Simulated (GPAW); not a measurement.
# CdSe (F-43m) in GPAW: further runs

One crystal, CdSe, is run at these levels: C09-vdW, PBE, vdW-DF-cx; tasks: equation of state, band structure.

Everything below comes from runs of GPAW 26.7.0. Logs are shortened: lines on timing, memory, paths and dates and some standing lists are left out, and cuts for length are marked. The log counts tension as positive stress, the text compression.

### Step 1. The crystal as given

The structure is cubic, space group F-43m (No. 216). The conventional cell has a = 6.141 Å, b = 6.141 Å, c = 6.141 Å, α = 90.00°, β = 90.00°, γ = 90.00°. Around Cd (site symmetry -43m) lie 4 Se at 2.66 Å. Se (site symmetry -43m) has 4 Cd at 2.66 Å as nearest neighbours.

Measurements of this composition are mostly on another form, of space group No. 186.

### Step 2. Equation of state, C09-vdW

Contents of run.py:

```python
from ase.eos import EquationOfState
from ase.io import Trajectory, read
from ase.units import GPa
from gpaw import GPAW, PW

atoms = read('POSCAR')

traj = Trajectory('eos.traj', 'w')
volumes, energies = [], []
for x in [0.94, 0.96, 0.98, 1.0, 1.02, 1.04, 1.06]:
    a = atoms.copy()
    a.set_cell(atoms.cell * x**(1 / 3), scale_atoms=True)
    calc = GPAW(mode=PW(600),
                xc={'name': 'C09-vdW', 'backend': 'libvdwxc'},
                kpts={'size': (6, 6, 6), 'gamma': True},
                occupations={'name': 'fermi-dirac', 'width': 0.05},
                nbands=18,
                convergence={'density': 1e-05, 'energy': 1e-05},
                maxiter=150,
                txt=f'eos-{x:.2f}.txt')
    a.calc = calc
    energies.append(a.get_potential_energy(force_consistent=True))
    volumes.append(a.get_volume())
    calc.write(f'eos-{x:.2f}.gpw')
    traj.write(a)
    print(f'{x:.2f} {volumes[-1]:10.4f} A^3 {energies[-1]:14.6f} eV', flush=True)

v0, e0, B = EquationOfState(volumes, energies, eos='birchmurnaghan').fit()
print(f'V0 = {v0:.4f} A^3, E0 = {e0:.6f} eV, B0 = {B / GPa:.2f} GPa')
```

Contents of POSCAR:

```
CdSe
1.0
    0.0000000000      3.0702711986      3.0702711986
    3.0702711986      0.0000000000      3.0702711986
    3.0702711986      3.0702711986      0.0000000000
Cd Se
1 1
Direct
    0.0000000000      0.0000000000      0.0000000000
    0.2500000000      0.2500000000      0.2500000000
```

Potentials or basis: GPAW PAW data sets (gpaw-data 1.2.1), pw.

Started as:

```console
> OMP_NUM_THREADS=1 python run.py
```

What it wrote:

```text
__  _  _
 | _ |_)|_||  |
 |__||  | ||/\| - 26.7.0

Input parameters:
  mode=PW(ecut=600.0),
  convergence={'density': 1e-05, 'energy': 1e-05},
  kpts=MonkhorstPack(size=(6, 6, 6), gamma=True),
  maxiter=150,
  nbands=18,
  occupations=Occupations(name='fermi-dirac', width=0.05),
  xc=XC(name='C09-vdW', backend='libvdwxc')

Diagonalizing LCAO Hamiltonian
Converting LCAO to pw mode

            Se

       Cd

Atoms  # Å, Bohr magnetons
|   | symbol |        x |        y |        z |    initial magnetic moments |
|---|--------|----------|----------|----------|-----------------------------|
| 0 |     Cd | 0.000000 | 0.000000 | 0.000000 | ( 0.0000,  0.0000,  0.0000) |
| 1 |     Se | 1.514388 | 1.514388 | 1.514388 | ( 0.0000,  0.0000,  0.0000) |

Unit cell  # Å
| periodic |        x |        y |        z |  lengths |    angles |
|----------|----------|----------|----------|----------|-----------|
|      yes | 0.000000 | 3.028776 | 3.028776 | 4.283336 | 60.000000 |
|      yes | 3.028776 | 0.000000 | 3.028776 | 4.283336 | 60.000000 |
|      yes | 3.028776 | 3.028776 | 0.000000 | 4.283336 | 60.000000 |

Number of symmetries: 24
Symmetry operations  # r_c * U_cc + t_c -> r_c
|    | kind |            matrix            |
|----|------|------------------------------|
|  0 |  E   |  1, 0, 0,  0, 1, 0,  0, 0, 1 |
|  1 |  σ   |  1, 0, 0,  0, 0, 1,  0, 1, 0 |
|  2 |  σ   |  1, 0,-1,  0, 1,-1,  0, 0,-1 |
|  3 |  C3  |  1, 0,-1,  0, 0,-1,  0, 1,-1 |
|  4 |  C3  |  1,-1, 0,  0,-1, 1,  0,-1, 0 |
|  5 |  σ   |  1,-1, 0,  0,-1, 0,  0,-1, 1 |
|  6 |  σ   |  0, 1, 0,  1, 0, 0,  0, 0, 1 |
|  7 |  C3  |  0, 1, 0,  0, 0, 1,  1, 0, 0 |
|  8 |  C2  |  0, 1,-1,  1, 0,-1,  0, 0,-1 |
|  9 |  S4  |  0, 1,-1,  0, 0,-1,  1, 0,-1 |
| 10 |  C3  |  0, 0, 1,  1, 0, 0,  0, 1, 0 |
| 11 |  σ   |  0, 0, 1,  0, 1, 0,  1, 0, 0 |
| 12 |  S4  |  0, 0,-1,  1, 0,-1,  0, 1,-1 |
| 13 |  C3  |  0, 0,-1,  0, 1,-1,  1, 0,-1 |
| 14 |  S4  |  0,-1, 1,  1,-1, 0,  0,-1, 0 |
| 15 |  C2  |  0,-1, 1,  0,-1, 0,  1,-1, 0 |
| 16 |  C3  |  0,-1, 0,  1,-1, 0,  0,-1, 1 |
| 17 |  S4  |  0,-1, 0,  0,-1, 1,  1,-1, 0 |
| 18 |  S4  | -1, 1, 0, -1, 0, 1, -1, 0, 0 |
| 19 |  C3  | -1, 1, 0, -1, 0, 0, -1, 0, 1 |
| 20 |  C3  | -1, 0, 1, -1, 1, 0, -1, 0, 0 |
| 21 |  S4  | -1, 0, 1, -1, 0, 0, -1, 1, 0 |
| 22 |  σ   | -1, 0, 0, -1, 1, 0, -1, 0, 1 |
| 23 |  C2  | -1, 0, 0, -1, 0, 1, -1, 1, 0 |

BZ-sampling:
  Number of BZ points: 216
  Number of IBZ points: 16

  Monkhorst-Pack size: [6, 6, 6]
  Monkhorst-Pack shift: [0.08333333333333333, 0.08333333333333333, 0.08333333333333333]

K-points  # in reciprocal-cell coordinates
|     |                                coordinates |     weight |
|-----|--------------------------------------------|------------|
|   0 | (  0.00000000,   0.00000000,   0.00000000) | 0.00462963 |
|   1 | (  0.16666667,   0.16666667,   0.00000000) | 0.02777778 |
|   2 | (  0.16666667,   0.16666667,   0.16666667) | 0.03703704 |
|   3 | (  0.33333333,   0.16666667,   0.16666667) | 0.05555556 |
|   4 | (  0.33333333,   0.33333333,  -0.33333333) | 0.05555556 |
|   5 | (  0.33333333,   0.33333333,   0.00000000) | 0.02777778 |
|   6 | (  0.33333333,   0.33333333,   0.16666667) | 0.11111111 |
|   7 | (  0.33333333,   0.33333333,   0.33333333) | 0.03703704 |
|   8 | (  0.50000000,   0.33333333,  -0.33333333) | 0.11111111 |
|   9 | (  0.50000000,   0.33333333,  -0.16666667) | 0.05555556 |
| ... |                                            |            |
|  15 | (  0.50000000,   0.50000000,   0.50000000) | 0.01851852 |

Plane wave coefficients: 1874
Cutoff: 600.0 eV

Spin-components: 1 (collinear spins)
Bands:           18
Projectors:      11
Spin-degeneracy: 2
Datatype:        complex128

Parallelization:
  kpt:    1
  domain: 1
  band:   1

Density:
  Valence electrons: 18.0
  Components: 1
  Grid points: [25 25 25]
  Charge: 0.0  # |e|

Potential:
  Grid points: [25 25 25]

species:
  Cd:
    name:    Cadmium
    Z:       48.0
    valence: 12
    core:    36
    charge:  0.0  # [|e|]
    compensation charges:
      type: gauss
      rc: 0.38  # [Å]
      lmax: 2
    cutoffs:
      filter: 2.12  # [Å]
      core: 2.62  # [Å]
    projectors
    | kind |    occ | energy [eV] | rcut [Å] |
    |------|--------|-------------|----------|
    |   5s |  2.000 |      -5.655 |    1.191 |
    |   5p |  0.000 |      -1.186 |    1.228 |
    |   4d | 10.000 |     -11.739 |    1.164 |
    |    s |        |      21.556 |    1.191 |
    |    p |        |      26.026 |    1.228 |
    |    d |        |      15.473 |    1.164 |

    Using partial waves for Cd as LCAO basis

  Se:
    name:    Selenium
    Z:       34.0
    valence: 6
    core:    28
    charge:  0.0  # [|e|]
    compensation charges:
      type: gauss
      rc: 0.27  # [Å]
      lmax: 2
    cutoffs:
      filter: 1.77  # [Å]
      core: 2.67  # [Å]
    projectors
    | kind |    occ | energy [eV] | rcut [Å] |
    |------|--------|-------------|----------|
    |   4s |  2.000 |     -17.277 |    0.847 |
    |   4p |  4.000 |      -6.512 |    1.005 |
    |    s |        |       9.935 |    0.847 |
    |    p |        |      20.699 |    1.005 |
    |    d |        |       0.000 |    0.847 |

    Using partial waves for Se as LCAO basis

Reference energy: -218276.650467  # eV

eigensolver:
  PPCG
  Converge bands: occupied
  niter=2

density mixing:
  MSR1-Mixer
  Pratt-step length: 0.05
  Maximum mixing coefficient: 0.75
  Old densities: 10
  SVD Regularization: 0.005
  Good broyden scale: 1.0
  Trust region scale: 1.0
  Backstep threshold: 4.0
  History deletion threshold: 6.0
  Fourier metric: weight=20.0, sigma=0.015

occupation numbers:
  Fermi-Dirac:
    width: 0.0500  # eV

poisson solver:
  ecut: 4800.0  # eV

xc functional:
  name: vdW-C09 with libvdwxc
  Mode: serial
  Semilocal: GGA_X_C09X+LDA_C_PW with 2 nearest neighbor stencil
  Corresponding non-local functional: vdW-DF
  Local blocksize: 50 x 50 x 50
  PAW datasets: PBE

convergence criteria:
[... 6 lines left out ...]
|iter     | |      energy | eigst |  dens |
|---------|-|-------------|-------|-------|
|iter:   1| |   75.092455 | -0.58 |       |
|iter:   2| |   75.164080 | -2.42 | -1.19 |
|iter:   3| |   75.425041 | -1.65 | -1.24 |
|iter:   4| |   75.426593 | -3.46 | -1.81 |
|iter:   5| |   75.426956 | -3.90 | -2.27 |
|iter:   6| |   75.426937 | -5.43 | -3.02 |
|iter:   7| |   75.426935c| -6.75 | -3.58 |
|iter:   8| |   75.426935c| -7.62c| -4.59 |
|iter:   9| |   75.426935c| -7.93c| -4.99 |
|iter:  10| |   75.426935c| -8.47c| -5.97c|

Converged in 10 steps
Energy contributions relative to reference atoms: (reference = -218276.650467)

Energy contributions:
  Kinetic:          21.542247
  Coulomb:         -19.347539
  Zero:             -0.044922
  External:          0.000000
  Xc:               73.277177
  Entropy:          -0.000058
  Spinorbit:         0.000000
  ----------------------------
  Free energy:      75.426906
  Extrapolated:     75.426935

dipole moment: (-23.225964, -23.225964, -23.225964)  # |e|*Ang

Fermi level: 3.938
Eigenvalues  # (at kpt = [0.000, 0.000, 0.000])
| band index |      eig [eV] | occ [0-2] |
|------------|---------------|-----------|
|          0 |        -9.024 |     2.000 |
|          1 |        -4.322 |     2.000 |
|          2 |        -4.322 |     2.000 |
|          3 |        -4.322 |     2.000 |
|          4 |        -3.935 |     2.000 |
|          5 |        -3.935 |     2.000 |
[... 10 lines left out ...]
|         16 |        15.564 |     0.000 |
|         17 |        15.564 |     0.000 |

Gap: 0.520 eV
Transition (v -> c):
  (s=0, k=0, n=8, [0.00, 0.00, 0.00]) -> (s=0, k=0, n=9, [0.00, 0.00, 0.00])
No difference between direct/indirect transitions
# Writing to eos-0.96.gpw (mode='')
```

It took 76 s on 1 thread of Arm Neoverse V1, shared host; peak memory 0.36 GiB.

What came out:

```yaml
Equilibrium_volume: 28.43 Å³/atom
Bulk_modulus: 51 GPa
Pressure_derivative_of_the_bulk_modulus: 4.6
```

Energy against volume, from the lowest point:
```tsv
volume (Å³/atom)	energy (meV/atom)
27.206	9.08
27.784	2.34
28.363	0.00
28.942	1.34
29.521	6.09
30.100	13.95
30.679	24.45
```

Caveat: the PAW data sets were made with another functional, which shifts forces and pressure a little.

### Step 3. Band structure, PBE

Contents of run.py:

```python
from ase.dft.bandgap import bandgap
from ase.io import read, write
from gpaw import GPAW

atoms = read('CdSe.xyz')

calc = GPAW(mode='lcao',
            h=0.2,
            basis='dz(dzp)',
            xc='PBE',
            kpts={'size': (6, 6, 6), 'gamma': True},
            occupations={'name': 'fermi-dirac', 'width': 0.05},
            convergence={'density': 1e-05, 'energy': 1e-05},
            maxiter=150,
            txt='gpaw.txt')
atoms.calc = calc
energy = atoms.get_potential_energy()
forces = atoms.get_forces()
calc.write('gs.gpw')
write('result.traj', atoms)
print(f'Energy: {energy:.6f} eV')
print('Forces (eV/A):')
print(forces.round(4))
print('Fermi level:', round(calc.get_fermi_level(), 4), 'eV')
print(f'Gap: {bandgap(calc)[0]:.4f} eV, direct: {bandgap(calc, direct=True)[0]:.4f} eV')

path = atoms.cell.bandpath('GXWKGLUWLK,UX', npoints=80, eps=1e-4)
bs_calc = calc.fixed_density(kpts=path, symmetry='off', txt='bands.txt')
bs = bs_calc.band_structure()
bs.write('bs.json')
print(f'Gap on the path: {bandgap(bs_calc)[0]:.4f} eV')
```

Contents of CdSe.xyz:

```xyz
2
Lattice="0.0000000000 3.0702711986 3.0702711986 3.0702711986 0.0000000000 3.0702711986 3.0702711986 3.0702711986 0.0000000000" Properties=species:S:1:pos:R:3 pbc="T T T"
Cd     0.0000000000      0.0000000000      0.0000000000
Se     1.5351355993      1.5351355993      1.5351355993
```

Potentials or basis: GPAW PAW data sets (gpaw-data 1.2.1), lcao:dz(dzp).

Started as:

```console
> OMP_NUM_THREADS=1 python run.py
```

Run time: 14 s. Hardware: 1 thread of Arm Neoverse V1, shared host; peak memory 0.17 GiB.

The run converged, but some of its settings lie outside the range that counts as converged, so its numbers aren't taken as properties of the crystal.

Results:

* Free energy: -4.5862 eV
* Band gap on the k mesh: 0.58 eV, direct
* Band gap along the path: 0.58 eV, direct

Caveat: the real-space grid adds noise to forces; the basis of atomic orbitals isn't converged, which shifts pressures, moduli and gaps.

### Step 4. Equation of state, vdW-DF-cx

Contents of run.py:

```python
from ase.eos import EquationOfState
from ase.io import Trajectory, read
from ase.units import GPa
from gpaw import GPAW, PW

atoms = read('POSCAR')

traj = Trajectory('eos.traj', 'w')
volumes, energies = [], []
for x in [0.94, 0.96, 0.98, 1.0, 1.02, 1.04, 1.06]:
    a = atoms.copy()
    a.set_cell(atoms.cell * x**(1 / 3), scale_atoms=True)
    calc = GPAW(mode=PW(600),
                xc={'name': 'vdW-DF-cx', 'backend': 'libvdwxc'},
                kpts={'size': (6, 6, 6), 'gamma': True},
                occupations={'name': 'fermi-dirac', 'width': 0.05},
                nbands=18,
                convergence={'density': 1e-05, 'energy': 1e-05},
                maxiter=150,
                txt=f'eos-{x:.2f}.txt')
    a.calc = calc
    energies.append(a.get_potential_energy(force_consistent=True))
    volumes.append(a.get_volume())
    calc.write(f'eos-{x:.2f}.gpw')
    traj.write(a)
    print(f'{x:.2f} {volumes[-1]:10.4f} A^3 {energies[-1]:14.6f} eV', flush=True)

v0, e0, B = EquationOfState(volumes, energies, eos='birchmurnaghan').fit()
print(f'V0 = {v0:.4f} A^3, E0 = {e0:.6f} eV, B0 = {B / GPa:.2f} GPa')
```

POSCAR is that of step 2.

Potentials or basis: GPAW PAW data sets (gpaw-data 1.2.1), pw.

Started as:

```console
> OMP_NUM_THREADS=1 python run.py
```

It took 76 s on 1 thread of Arm Neoverse V1, shared host; peak memory 0.36 GiB.

The run converged. Its results:

| Item | Value |
| --- | --- |
| Equilibrium volume | 28.70 Å³/atom |
| Bulk modulus | 49 GPa |
| Pressure derivative of the bulk modulus | 4.6 |

Energy against volume, from the lowest point:
| volume (Å³/atom) | energy (meV/atom) |
| --- | --- |
| 27.206 | 13.00 |
| 27.784 | 4.47 |
| 28.363 | 0.37 |
| 28.942 | 0.00 |
| 29.521 | 3.07 |
| 30.100 | 9.28 |
| 30.679 | 18.18 |

Caveat: the PAW data sets were made with another functional, which shifts forces and pressure a little.
